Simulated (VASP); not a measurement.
# Mo (Im-3m) in VASP: notebook

One crystal, Mo, is run at these levels: PBEsol; tasks: relaxation of cell and atoms, relaxation of the atoms.

Everything below comes from runs of VASP 6.6.1. Logs are shortened: lines on timing, memory, paths and dates and some standing lists are left out, and cuts for length are marked.

## (1) The structure

The structure is cubic, space group Im-3m (No. 229). The conventional cell has a = 3.147 Å, b = 3.147 Å, c = 3.147 Å, α = 90.00°, β = 90.00°, γ = 90.00°. Mo (site symmetry m-3m) has 8 Mo at 2.73 Å as nearest neighbours.

## (2) Relaxation of cell and atoms, PBEsol

INCAR

```
SYSTEM = Mo
  ALGO = Normal
  EDIFF = 1E-6
  EDIFFG = -0.01
  ENCUT = 600
  GGA = PS
  IBRION = 2
  ISIF = 3
  ISMEAR = 1
  LASPH = .True.
  LCHARG = .False.
  LREAL = .False.
  LWAVE = .False.
  NELM = 80
  NSW = 90
  PREC = Accurate
  SIGMA = 0.1
```

KPOINTS

```
k-points
0
Gamma
  16 16 16
  0 0 0
```

POSCAR

```
Mo
1.0
   -1.5734150000      1.5734150000      1.5734150000
    1.5734150000     -1.5734150000      1.5734150000
    1.5734150000      1.5734150000     -1.5734150000
Mo
1
Direct
    0.0000000000      0.0000000000      0.0000000000
```

Potentials or basis: VASP PAW PBE potentials, release 64 (Mo_sv).

The run is started by

```sh
$ cat potpaw_PBE.64/Mo_sv/POTCAR > POTCAR
$ mpirun -np 1 vasp_std > vasp.out
```

OUTCAR:

```text
SYSTEM = Mo
   EDIFF = 1E-6
   EDIFFG = -0.01
   ENCUT = 600
   GGA = PS
   IBRION = 2
   ISIF = 3
   ISMEAR = 1
   LASPH = .True.
   LREAL = .False.
   NELM = 80
   NSW = 90
   PREC = Accurate

 ion  position               nearest neighbor table
   1  0.000  0.000  0.000-

  LATTYP: Found a body centered cubic cell.
 ALAT       =     3.1468300000

  Lattice vectors:

 A1 = (  -1.5734150000,   1.5734150000,   1.5734150000)
 A2 = (   1.5734150000,  -1.5734150000,   1.5734150000)
 A3 = (   1.5734150000,   1.5734150000,  -1.5734150000)

Analysis of symmetry for initial positions (statically):
=====================================================================
 Subroutine PRICEL returns:
 Original cell was already a primitive cell.

 Routine SETGRP: Setting up the symmetry group for a
 body centered cubic supercell.

 Subroutine GETGRP returns: Found 48 space group operations
 (whereof 48 operations were pure point group operations)
 out of a pool of 48 trial point group operations.

The static configuration has the point symmetry O_h .

Analysis of symmetry for dynamics (positions and initial velocities):
=====================================================================
 Subroutine PRICEL returns:
 Original cell was already a primitive cell.

 Routine SETGRP: Setting up the symmetry group for a
 body centered cubic supercell.

 Subroutine GETGRP returns: Found 48 space group operations
 (whereof 48 operations were pure point group operations)
 out of a pool of 48 trial point group operations.

The dynamic configuration has the point symmetry O_h .

 Subroutine INISYM returns: Found 48 space group operations
 (whereof 48 operations are pure point group operations),
 and found     1 'primitive' translations

----------------------------------------------------------------------------------------

                                     Primitive cell

  volume of cell :      15.5808

  direct lattice vectors                    reciprocal lattice vectors
    -1.573415000  1.573415000  1.573415000     0.000000000  0.317780115  0.317780115
     1.573415000 -1.573415000  1.573415000     0.317780115  0.000000000  0.317780115
     1.573415000  1.573415000 -1.573415000     0.317780115  0.317780115  0.000000000

  length of vectors
     2.725234721  2.725234721  2.725234721     0.449408949  0.449408949  0.449408949

  position of ions in fractional coordinates (direct lattice)
     0.000000000  0.000000000  0.000000000

  ion indices of the primitive-cell ions
   primitive index   ion index
                 1           1

----------------------------------------------------------------------------------------

 KPOINTS: k-points

Automatic generation of k-mesh.
 Grid dimensions read from file:
 generate k-points for:   16   16   16

 Generating k-lattice:

  Cartesian coordinates                     Fractional coordinates (reciprocal lattice)
     0.000000000  0.019861257  0.019861257     0.062500000  0.000000000  0.000000000
     0.019861257  0.000000000  0.019861257     0.000000000  0.062500000  0.000000000
     0.019861257  0.019861257  0.000000000     0.000000000  0.000000000  0.062500000

  Length of vectors
     0.028088059  0.028088059  0.028088059

  Shift w.r.t. Gamma in fractional coordinates (k-lattice)
     0.000000000  0.000000000  0.000000000

 Subroutine IBZKPT returns following result:
 ===========================================

 Found    145 irreducible k-points:

 Following reciprocal coordinates:
            Coordinates               Weight
  0.000000  0.000000  0.000000      1.000000
  0.062500  0.000000  0.000000     12.000000
  0.125000  0.000000  0.000000     12.000000
  0.187500  0.000000  0.000000     12.000000
  0.250000  0.000000  0.000000     12.000000
  0.312500  0.000000  0.000000     12.000000
[... 16 lines left out ...]
  0.187500  0.187500  0.000000     24.000000
  0.250000  0.187500  0.000000     48.000000
 [... further k-points ...]
   k-points           NKPTS =    145   k-points in BZ     NKDIM =    145   number of bands    NBANDS=     11
   number of dos      NEDOS =    301   number of ions     NIONS =      1
   total plane-waves  NPLWV =  13824
   dimension x,y,z NGX =    24 NGY =   24 NGZ =   24
   dimension x,y,z NGXF=    48 NGYF=   48 NGZF=   48
   ions per type =               1
   NGX,Y,Z   is equivalent  to a cutoff of  14.64, 14.64, 14.64 a.u.
   NGXF,Y,Z  is equivalent  to a cutoff of  29.28, 29.28, 29.28 a.u.
 SYSTEM =  Mo
   PREC   = accura    normal or accurate (medium, high low for compatibility)
   ISTART =      0    job   : 0-new  1-cont  2-samecut
   ICHARG =      2    charge: 1-file 2-atom 10-const
   ISPIN  =      1    spin polarized calculation?
   LNONCOLLINEAR =      F non collinear calculations
   LSORBIT =      F    spin-orbit coupling
   LASPH  =      T    aspherical Exc in radial PAW
   ENCUT  =  600.0 eV  44.10 Ry    6.64 a.u.   5.44  5.44  5.44*2*pi/ulx,y,z
   NELM   =     80;   NELMIN=  2; NELMDL= -5     # of ELM steps
   EDIFF  = 0.1E-05   stopping-criterion for ELM
   LREAL  =      F    real-space projection
   EDIFFG = -.1E-01   stopping-criterion for IOM
   NSW    =     90    number of steps for IOM
   IBRION =      2    ionic relax: 0-MD 1-quasi-New 2-CG
   NFREE  =      1    steps in history (QN), initial steepest desc. (CG)
   ISIF   =      3    stress and relaxation
   ISYM   =      2    0-nonsym 1-usesym 2-fastsym
   POTIM  = 0.5000    time-step for ionic-motion
   TEBEG  =    0.0;   TEEND  =   0.0 temperature during run
   PSTRESS=    0.0 pullay stress
   NELECT =      14.0000    total number of electrons
   NUPDOWN=      -1.0000    fix difference up-down
   EMIN   =  10.00;   EMAX   =-10.00  energy-range for DOS
   EFERMI =   0.00;   METHOD = LEGACY
   ISMEAR =     1;   SIGMA  =   0.10  broadening in eV -4-tet -1-fermi 0-gaus
   EFERMI_NEDOS =   21; number of points for ismear=-14 and -15
   IALGO  =     38    algorithm
   IMIX   =      4    mixing-type and parameters
     AMIX     =   0.40;   BMIX     =  1.00
     AMIX_MAG =   1.60;   BMIX_MAG =  1.00
  volume/ion in A,a.u.               =      15.58       105.14
  Fermi-wavevector in a.u.,A,eV,Ry     =   1.579747  2.985289 33.954710  2.495601
  Thomas-Fermi vector in A             =   2.680079
   LORBIT       =      0    0 simple, 1 ext, 2 COOP (PROOUT), +10 PAW based schemes
   GGA     = PS    functional components
   LHFCALC =     F    Hartree Fock is set to
   AEXX    =    0.0000 exact exchange contribution
   IVDW    =     0    specifies the selected vdW correction
   LEPSILON=     F    determine dielectric tensor
   LRPA    =     F    only Hartree local field effects (RPA)
 conjugate gradient relaxation of ions
 non-spin polarized calculation
 Methfessel and Paxton  Order N= 1 SIGMA  =   0.10
  energy-cutoff  :      600.00
  volume of cell :       15.58
 maximum number of plane-waves:       537
 NGX is ok and might be reduce to    24
   NGX = 11   NGY = 11   NGZ = 11

--------------------------------------- Ionic step        1  -------------------------------------------

 number of electron      14.0000002 magnetization

 Free energy of the ion-electron system (eV)
  ---------------------------------------------------
  ext. energy  EPLUGINS =         0.00000000
  ---------------------------------------------------
  free energy    TOTEN  =       -11.78041951 eV

  energy without entropy =      -11.78100653  energy(sigma->0) =      -11.78061519

------------------------ aborting loop because EDIFF is reached ----------------------------------------

  FORCE on cell =-STRESS in cart. coord.  units (eV):
  Direction    XX          YY          ZZ          XY          YZ          ZX
  --------------------------------------------------------------------------------------
  -------------------------------------------------------------------------------------
  Total       -0.4106247     -0.4106247     -0.4106247      0.0000000     -0.0000000      0.0000000
  in kB      -42.2246276    -42.2246276    -42.2246276      0.0000000     -0.0000000      0.0000000
  external PRESSURE =     -42.2246276 kB  Pullay stress =       0.0000000 kB

 VOLUME and BASIS-vectors are now :
 -----------------------------------------------------------------------------
  energy-cutoff  :      600.00
  volume of cell :       15.58
      direct lattice vectors                 reciprocal lattice vectors
    -1.573415000  1.573415000  1.573415000     0.000000000  0.317780115  0.317780115
     1.573415000 -1.573415000  1.573415000     0.317780115  0.000000000  0.317780115
     1.573415000  1.573415000 -1.573415000     0.317780115  0.317780115  0.000000000
[... 36 lines left out ...]
 POSITION                                       TOTAL-FORCE (eV/Angst)
 -----------------------------------------------------------------------------------
      1.54225      1.54225      1.54225         0.000000     -0.000000      0.000000
 -----------------------------------------------------------------------------------
    total drift:                               -0.000000     -0.000000      0.000000

  FREE ENERGIE OF THE ION-ELECTRON SYSTEM (eV)
  ---------------------------------------------------
  free  energy   TOTEN  =       -11.7558816487 eV

  energy  without entropy=      -11.7560793362  energy(sigma->0) =      -11.75594754

--------------------------------------- Ionic step        3  -------------------------------------------

 number of electron      14.0000001 magnetization

 Free energy of the ion-electron system (eV)
  ---------------------------------------------------
  ext. energy  EPLUGINS =         0.00000000
  ---------------------------------------------------
  free energy    TOTEN  =       -11.78361555 eV

  energy without entropy =      -11.78414366  energy(sigma->0) =      -11.78379159

 E-fermi :  12.7740     XC(G=0): -13.6318

 val. band max:       12.7530403802   @ k =  -0.1875   0.1875   0.0625
 cond. band min:      12.7812926195   @ k =   0.3750   0.0000   0.0000
 fundamental gap:      0.0282522393
 Fermi energy:        12.7740290260

 k-point     1 :       0.0000    0.0000    0.0000
  band No.  band energies     occupation
      1     -48.4252      2.00000
      2     -21.6695      2.00000
      3     -21.6695      2.00000
      4     -21.6695      2.00000
      5       5.4180      2.00000
      6      11.3658      2.00000
      7      11.3658      2.00000
      8      11.3658      2.00000
      9      14.4477     -0.00000
     10      14.4477     -0.00000
     11      27.5982      0.00000

 k-point     2 :       0.0625    0.0000    0.0000
  band No.  band energies     occupation
      1     -48.4145      2.00000
      2     -21.7308      2.00000
      3     -21.6883      2.00000
      4     -21.6701      2.00000
      5       5.5953      2.00000
      6      11.2646      2.00000
      7      11.3488      2.00000
      8      11.5328      2.00000
      9      14.2975     -0.00000
     10      14.4500     -0.00000
     11      27.7336      0.00000
[... 295 lines left out ...]
 k-point    24 :       0.2500    0.1875    0.0000
  band No.  band energies     occupation
      1     -48.1715      2.00000
      2     -22.8430      2.00000
      3     -22.1554      2.00000
      4     -21.7995      2.00000
      5       8.4908      2.00000
      6       9.7652      2.00000
      7      10.9276      2.00000
      8      13.8717     -0.00000
      9      15.2459      0.00000
     10      17.5301      0.00000
     11      26.1463      0.00000

 [... further k-points ...]

------------------------ aborting loop because EDIFF is reached ----------------------------------------

  FORCE on cell =-STRESS in cart. coord.  units (eV):
  Direction    XX          YY          ZZ          XY          YZ          ZX
  --------------------------------------------------------------------------------------
  -------------------------------------------------------------------------------------
  Total       -0.0057814     -0.0057814     -0.0057814      0.0000000      0.0000000     -0.0000000
  in kB       -0.6035935     -0.6035935     -0.6035935      0.0000000      0.0000000     -0.0000000
  external PRESSURE =      -0.6035935 kB  Pullay stress =       0.0000000 kB

 VOLUME and BASIS-vectors are now :
 -----------------------------------------------------------------------------
  energy-cutoff  :      600.00
  volume of cell :       15.35
      direct lattice vectors                 reciprocal lattice vectors
    -1.565474632  1.565474632  1.565474632     0.000000000  0.319391953  0.319391953
     1.565474632 -1.565474632  1.565474632     0.319391953  0.000000000  0.319391953
     1.565474632  1.565474632 -1.565474632     0.319391953  0.319391953  0.000000000

 POSITION                                       TOTAL-FORCE (eV/Angst)
 -----------------------------------------------------------------------------------
      0.00000      0.00000      0.00000         0.000000      0.000000      0.000000
 -----------------------------------------------------------------------------------
    total drift:                               -0.000000     -0.000000     -0.000000

  FREE ENERGIE OF THE ION-ELECTRON SYSTEM (eV)
  ---------------------------------------------------
  free  energy   TOTEN  =       -11.7836155485 eV

  energy  without entropy=      -11.7841436630  energy(sigma->0) =      -11.78379159

 reached required accuracy - stopping structural energy minimisation
```

Wall time 17 s (1 thread of Intel Xeon 6975P-C (Granite Rapids), shared host); peak memory 0.17 GiB.

What came out:

```
Free energy                            : -11.7836 eV
Relaxed volume                         : 15.35 Å³/atom
Relaxed cell                           : a = 2.711 Å, b = 2.711 Å, c = 2.711 Å, α = 109.47°, β = 109.47°, γ = 109.47°
Space group after relaxing (to 0.05 Å) : Im-3m (No. 229)
Energy gained by relaxing              : 3.2 meV/atom
Ionic steps                            : 3
Pressure after relaxing                : -0.1 GPa
Band gap on the k mesh                 : none (metal or under the smearing width)
```

Step by step:
```
step  energy change (eV)  largest force (eV/Å)  pressure (GPa)  volume (Å³)
   1              0.0000                0.0000           -4.22        15.58
   2              0.0245                0.0000           13.81        14.67
   3             -0.0032                0.0000           -0.06        15.35
```

Final structure:
```yaml
crystal:
  lattice:
    - [-1.56547, 1.56547, 1.56547]
    - [1.56547, -1.56547, 1.56547]
    - [1.56547, 1.56547, -1.56547]
  atoms:
    - { symbol: Mo, position: [0.00000, 0.00000, 0.00000] }
```

Levels at points of the mesh, in eV from the Fermi level:
```tsv
k point	band 3	band 4	band 5	band 6	band 7	band 8	band 9	band 10	band 11
(0.00, 0.00, 0.00)	-34.44	-34.44	-7.36	-1.41	-1.41	-1.41	1.67	1.67	14.82
(0.50, 0.00, 0.00)	-34.92	-34.46	-5.47	-3.51	1.67	1.72	2.36	4.91	11.96
(0.50, 0.50, 0.50)	-35.47	-35.47	-5.62	-5.62	4.11	4.11	4.11	9.16	9.16
```

Caveat: the PAW data sets were made with another functional, which shifts forces and pressure a little.

(Continued in part 2 of 2.)
